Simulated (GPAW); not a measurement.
# Al (Fm-3m) in GPAW: single point with PBE

Aim: the single point of Al with PBE.

Program: GPAW 26.7.0. These are calculated values, not measurements. Logs are shortened: lines on timing, memory, paths and dates and some standing lists are left out, and cuts for length are marked. The log counts tension as positive stress, the text compression.

**1. The structure**

The structure is cubic, space group Fm-3m (No. 225). The conventional cell has a = 4.050 Å, b = 4.050 Å, c = 4.050 Å, α = 90.00°, β = 90.00°, γ = 90.00°. Al (site symmetry m-3m) is surrounded by 12 Al at 2.86 Å.

**2. Single point, PBE**

The input, run.py:

```python
from ase import Atoms
from ase.dft.bandgap import bandgap
from ase.io import write
from ase.units import GPa
from gpaw import GPAW, PW

atoms = Atoms(['Al'],
              cell=[[0.0, 2.024805, 2.024805],
                    [2.024805, 0.0, 2.024805],
                    [2.024805, 2.024805, 0.0]],
              scaled_positions=[[0.0, 0.0, 0.0]],
              pbc=True)

calc = GPAW(mode=PW(500),
            xc='PBE',
            kpts={'size': (9, 9, 9), 'gamma': True},
            occupations={'name': 'fermi-dirac', 'width': 0.05},
            nbands=7,
            maxiter=120,
            txt='gpaw.txt')
atoms.calc = calc
energy = atoms.get_potential_energy()
forces = atoms.get_forces()
stress = atoms.get_stress()
calc.write('gs.gpw')
write('result.traj', atoms)
print(f'Energy: {energy:.6f} eV')
print('Forces (eV/A):')
print(forces.round(4))
print('Stress (GPa):', (stress / GPa).round(3))
print('Fermi level:', round(calc.get_fermi_level(), 4), 'eV')
print(f'Gap: {bandgap(calc)[0]:.4f} eV, direct: {bandgap(calc, direct=True)[0]:.4f} eV')
```

Potentials or basis: GPAW PAW data sets (gpaw-data 1.2.1), pw.

Run with:

```sh
> OMP_NUM_THREADS=1 python run.py
```

gpaw.txt:

```text
__  _  _
 | _ |_)|_||  |
 |__||  | ||/\| - 26.7.0

Input parameters:
  mode=PW(ecut=500.0),
  kpts=MonkhorstPack(size=(9, 9, 9), gamma=True),
  maxiter=120,
  nbands=7,
  occupations=Occupations(name='fermi-dirac', width=0.05),
  xc=XC(name='PBE')

Diagonalizing LCAO Hamiltonian
Converting LCAO to pw mode

       Al

Atoms  # Å, Bohr magnetons
|   | symbol |        x |        y |        z |    initial magnetic moments |
|---|--------|----------|----------|----------|-----------------------------|
| 0 |     Al | 0.000000 | 0.000000 | 0.000000 | ( 0.0000,  0.0000,  0.0000) |

Unit cell  # Å
| periodic |        x |        y |        z |  lengths |    angles |
|----------|----------|----------|----------|----------|-----------|
|      yes | 0.000000 | 2.024805 | 2.024805 | 2.863507 | 60.000000 |
|      yes | 2.024805 | 0.000000 | 2.024805 | 2.863507 | 60.000000 |
|      yes | 2.024805 | 2.024805 | 0.000000 | 2.863507 | 60.000000 |

Number of symmetries: 48
Symmetry operations  # r_c * U_cc + t_c -> r_c
|    | kind |            matrix            |
|----|------|------------------------------|
|  0 |  σ   |  1, 0, 0,  1, 0,-1,  1,-1, 0 |
|  1 |  C2  |  1, 0, 0,  1,-1, 0,  1, 0,-1 |
|  2 |  E   |  1, 0, 0,  0, 1, 0,  0, 0, 1 |
|  3 |  σ   |  1, 0, 0,  0, 0, 1,  0, 1, 0 |
|  4 |  C4  |  1, 0,-1,  1, 0, 0,  1,-1, 0 |
|  5 |  S6  |  1, 0,-1,  1,-1, 0,  1, 0, 0 |
|  6 |  σ   |  1, 0,-1,  0, 1,-1,  0, 0,-1 |
|  7 |  C3  |  1, 0,-1,  0, 0,-1,  0, 1,-1 |
|  8 |  S6  |  1,-1, 0,  1, 0, 0,  1, 0,-1 |
|  9 |  C4  |  1,-1, 0,  1, 0,-1,  1, 0, 0 |
| 10 |  C3  |  1,-1, 0,  0,-1, 1,  0,-1, 0 |
| 11 |  σ   |  1,-1, 0,  0,-1, 0,  0,-1, 1 |
| 12 |  σ   |  0, 1, 0,  1, 0, 0,  0, 0, 1 |
| 13 |  C4  |  0, 1, 0,  0, 1,-1, -1, 1, 0 |
| 14 |  C3  |  0, 1, 0,  0, 0, 1,  1, 0, 0 |
| 15 |  S6  |  0, 1, 0, -1, 1, 0,  0, 1,-1 |
| 16 |  C2  |  0, 1,-1,  1, 0,-1,  0, 0,-1 |
| 17 |  σ   |  0, 1,-1,  0, 1, 0, -1, 1, 0 |
| 18 |  S4  |  0, 1,-1,  0, 0,-1,  1, 0,-1 |
| 19 |  C4  |  0, 1,-1, -1, 1, 0,  0, 1, 0 |
| 20 |  C3  |  0, 0, 1,  1, 0, 0,  0, 1, 0 |
| 21 |  σ   |  0, 0, 1,  0, 1, 0,  1, 0, 0 |
| 22 |  S6  |  0, 0, 1,  0,-1, 1, -1, 0, 1 |
| 23 |  C4  |  0, 0, 1, -1, 0, 1,  0,-1, 1 |
| 24 |  S4  |  0, 0,-1,  1, 0,-1,  0, 1,-1 |
| 25 |  C3  |  0, 0,-1,  0, 1,-1,  1, 0,-1 |
| 26 |  C2  |  0, 0,-1,  0,-1, 0, -1, 0, 0 |
| 27 |  S6  |  0, 0,-1, -1, 0, 0,  0,-1, 0 |
| 28 |  S4  |  0,-1, 1,  1,-1, 0,  0,-1, 0 |
| 29 |  C4  |  0,-1, 1,  0, 0, 1, -1, 0, 1 |
| 30 |  C2  |  0,-1, 1,  0,-1, 0,  1,-1, 0 |
| 31 |  σ   |  0,-1, 1, -1, 0, 1,  0, 0, 1 |
| 32 |  C3  |  0,-1, 0,  1,-1, 0,  0,-1, 1 |
| 33 |  S6  |  0,-1, 0,  0, 0,-1, -1, 0, 0 |
| 34 |  S4  |  0,-1, 0,  0,-1, 1,  1,-1, 0 |
| 35 |  C2  |  0,-1, 0, -1, 0, 0,  0, 0,-1 |
| 36 |  C2  | -1, 1, 0,  0, 1, 0,  0, 1,-1 |
| 37 |  S6  | -1, 1, 0,  0, 1,-1,  0, 1, 0 |
| 38 |  S4  | -1, 1, 0, -1, 0, 1, -1, 0, 0 |
| 39 |  C3  | -1, 1, 0, -1, 0, 0, -1, 0, 1 |
| 40 |  S6  | -1, 0, 1,  0, 0, 1,  0,-1, 1 |
| 41 |  C2  | -1, 0, 1,  0,-1, 1,  0, 0, 1 |
| 42 |  C3  | -1, 0, 1, -1, 1, 0, -1, 0, 0 |
| 43 |  S4  | -1, 0, 1, -1, 0, 0, -1, 1, 0 |
| 44 |  C2  | -1, 0, 0,  0, 0,-1,  0,-1, 0 |
| 45 |  i   | -1, 0, 0,  0,-1, 0,  0, 0,-1 |
| 46 |  σ   | -1, 0, 0, -1, 1, 0, -1, 0, 1 |
| 47 |  C2  | -1, 0, 0, -1, 0, 1, -1, 1, 0 |

BZ-sampling:
  Number of BZ points: 729
  Number of IBZ points: 35

  Monkhorst-Pack size: [9, 9, 9]
  Monkhorst-Pack shift: [0, 0, 0]

K-points  # in reciprocal-cell coordinates
|     |                                coordinates |     weight |
|-----|--------------------------------------------|------------|
|   0 | (  0.00000000,   0.00000000,   0.00000000) | 0.00137174 |
|   1 | (  0.11111111,   0.11111111,   0.00000000) | 0.00823045 |
|   2 | (  0.11111111,   0.11111111,   0.11111111) | 0.01097394 |
|   3 | (  0.22222222,   0.11111111,   0.11111111) | 0.01646091 |
|   4 | (  0.22222222,   0.22222222,   0.00000000) | 0.00823045 |
|   5 | (  0.22222222,   0.22222222,   0.11111111) | 0.03292181 |
|   6 | (  0.22222222,   0.22222222,   0.22222222) | 0.01097394 |
|   7 | (  0.33333333,   0.22222222,   0.11111111) | 0.03292181 |
|   8 | (  0.33333333,   0.22222222,   0.22222222) | 0.03292181 |
|   9 | (  0.33333333,   0.33333333,  -0.33333333) | 0.01646091 |
| ... |                                            |            |
|  34 | (  0.44444444,   0.44444444,   0.44444444) | 0.01097394 |

Plane wave coefficients: 436
Cutoff: 500.0 eV

Spin-components: 1 (collinear spins)
Bands:           7
Projectors:      5
Spin-degeneracy: 2
Datatype:        complex128

Parallelization:
  kpt:    1
  domain: 1
  band:   1

Density:
  Valence electrons: 3.0
  Components: 1
  Grid points: [15 15 15]
  Charge: 0.0  # |e|

Potential:
  Grid points: [15 15 15]

species:
  Al:
    name:    Aluminium
    Z:       13.0
    valence: 3
    core:    10
    charge:  0.0  # [|e|]
    compensation charges:
      type: gauss
      rc: 0.34  # [Å]
      lmax: 2
    cutoffs:
      filter: 1.91  # [Å]
      core: 2.36  # [Å]
    projectors
    | kind |    occ | energy [eV] | rcut [Å] |
    |------|--------|-------------|----------|
    |   3s |  2.000 |      -7.753 |    1.085 |
    |   3p |  1.000 |      -2.712 |    1.085 |
    |    s |        |      19.459 |    1.085 |
    |    p |        |      24.499 |    1.085 |
    |    d |        |       0.000 |    1.085 |

    Using partial waves for Al as LCAO basis

Reference energy: -6603.423265  # eV

eigensolver:
  PPCG
  Converge bands: occupied
  niter=2

density mixing:
  MSR1-Mixer
  Pratt-step length: 0.05
  Maximum mixing coefficient: 0.75
  Old densities: 10
  SVD Regularization: 0.005
  Good broyden scale: 1.0
  Trust region scale: 1.0
  Backstep threshold: 4.0
  History deletion threshold: 6.0
  Fourier metric: weight=20.0, sigma=0.015

occupation numbers:
  Fermi-Dirac:
    width: 0.0500  # eV

poisson solver:
  ecut: 4000.0  # eV

xc functional:
  name: PBE with 2 nearest neighbor stencil

convergence criteria:
- Maximum [total energy] change in last 3 cyles: 0.0005 eV / valence electron
- Maximum integral of absolute [dens]ity change: 0.0001 electrons / valence electron
- Maximum integral of absolute [eigenst]ate change: 4e-08 eV^2 / valence electron
maximum number of iterations: 120

SCF iterations
|iter     | |      energy | eigst |  dens |
|---------|-|-------------|-------|-------|
|iter:   1| |   -3.706742 | -0.25 |       |
|iter:   2| |   -3.706981 | -3.50 | -0.97 |
|iter:   3| |   -3.707139c| -3.42 | -1.00 |
|iter:   4| |   -3.707419c| -4.05 | -1.55 |
|iter:   5| |   -3.707424c| -6.07 | -2.96 |
|iter:   6| |   -3.707425c| -6.57 | -3.38 |
|iter:   7| |   -3.707425c| -8.62c| -4.66c|

Converged in 7 steps
Energy contributions relative to reference atoms: (reference = -6603.423265)

Energy contributions:
  Kinetic:           3.580905
  Coulomb:          -1.684668
  Zero:             -0.006338
  External:          0.000000
  Xc:               -5.594761
  Entropy:          -0.005125
  Spinorbit:         0.000000
  ----------------------------
  Free energy:      -3.709987
  Extrapolated:     -3.707425

dipole moment: (-6.947814, -6.947814, -6.947814)  # |e|*Ang

Fermi level: 7.073
Eigenvalues  # (at kpt = [0.000, 0.000, 0.000])
| band index |      eig [eV] | occ [0-2] |
|------------|---------------|-----------|
|          0 |        -3.994 |     2.000 |
|          1 |        19.693 |     0.000 |
|          2 |        19.693 |     0.000 |
|          3 |        19.694 |     0.000 |
|          4 |        21.142 |     0.000 |
|          5 |        21.142 |     0.000 |
|          6 |        21.142 |     0.000 |

No gap
No difference between direct/indirect transitions

Forces  # eV/Ang
|       x |       y |        z |
|---------|---------|----------|
| 0.00000 | 0.00000 | -0.00000 |  # Al   0

Stress tensor  # eV/Ang^3
|         x |         y |        z |
|-----------|-----------|----------|
|  0.000384 | -0.000000 | 0.000000 |
| -0.000000 |  0.000384 | 0.000000 |
|  0.000000 |  0.000000 | 0.000384 |

# Writing to gs.gpw (mode='')
```

It took 2.4 s on 1 thread of Arm Neoverse V2, shared host; peak memory 0.12 GiB.

Results:

| Quantity | Value |
| --- | --- |
| Free energy | -3.7100 eV |
| Pressure | -0.1 GPa |
| Band gap on the k mesh | none (metal or under the smearing width) |

Caveat: the cutoff is short for stress and forces, so pressures can be off by a GPa or more.
